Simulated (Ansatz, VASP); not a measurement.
# Ru: VASP beside Ansatz

INCAR

```
SYSTEM = Ru
  PREC = Accurate
  ENCUT = 520
  EDIFF = 1E-6
  ISMEAR = 0
  SIGMA = 0.15
  LREAL = .False.
  LASPH = .True.
  NELM = 80
  ALGO = Normal
  ISIF = 2
  LWAVE = .False.
  LCHARG = .False.
  GGA = PS
  NBANDS = 21
```

KPOINTS

```
regular mesh
0
Gamma
  18 18 10
  0 0 0
```

Contents of POSCAR:

```
Ru
1.0
    2.6896847531      0.0000000000      0.0000000000
   -1.3448423765      2.3293353243      0.0000000000
    0.0000000000      0.0000000000      4.0483000000
Ru
2
Direct
    0.3333333333      0.6666666667      0.2500000000
    0.6666666667      0.3333333333      0.7500000000
```

Input for Ansatz:

```yaml
crystal:
  lattice:
    - [2.6896847531, 0.0, 0.0]
    - [-1.3448423765, 2.3293353243, 0.0]
    - [0.0, 0.0, 4.0483]
  atoms:
    - { symbol: Ru, position: [0.3333333333, 0.6666666667, 0.25] }
    - { symbol: Ru, position: [0.6666666667, 0.3333333333, 0.75] }
basis:
  ecutwfc: 420
kpoints:
  mp_grid: { grid: [18, 18, 10] }
hamiltonian:
  xc: pbesol
  pseudopotentials: { kind: paw, azcp: { folder: soft_1 } }
scf:
  occupations: { method: gaussian, width: 0.15 }
output:
  forces: true
  stress: true
  eigenvalues: true
```

Alike in both runs: task single point; functional PBEsol; k mesh 18 × 18 × 10; occupations gaussian, width 0.15 eV; no spin polarisation.

|  | VASP | Ansatz |
| --- | --- | --- |
| version | VASP 6.6.1 | Ansatz 0.2.0 |
| potentials or method | VASP PAW PBE potentials, release 64 (Ru_pv) | scalar-relativistic, plane waves, PAW |
| plane-wave cutoff (eV) | 520 | 420 |
| valence electrons in the cell | 28 | 32 |

```tsv
	VASP	Ansatz	Ansatz less VASP
gap on the k mesh at the Fermi level (eV)	none	none	-
pressure (GPa)	21.1	21.2	+0.04
largest component of the traceless stress (GPa)	18.87	18.90	+0.033
```

A gap of «none» marks a metal or a gap that the smearing closes. The two sets of potentials don't hold the same shells in valence. Ansatz warned: «pseudo_functional_mismatch».

Caveats: so large a pressure means that the cell lies far from this level's equilibrium, or that cutoff or potentials fall short (VASP); the potentials were made for another functional, which shifts forces and pressure (VASP).
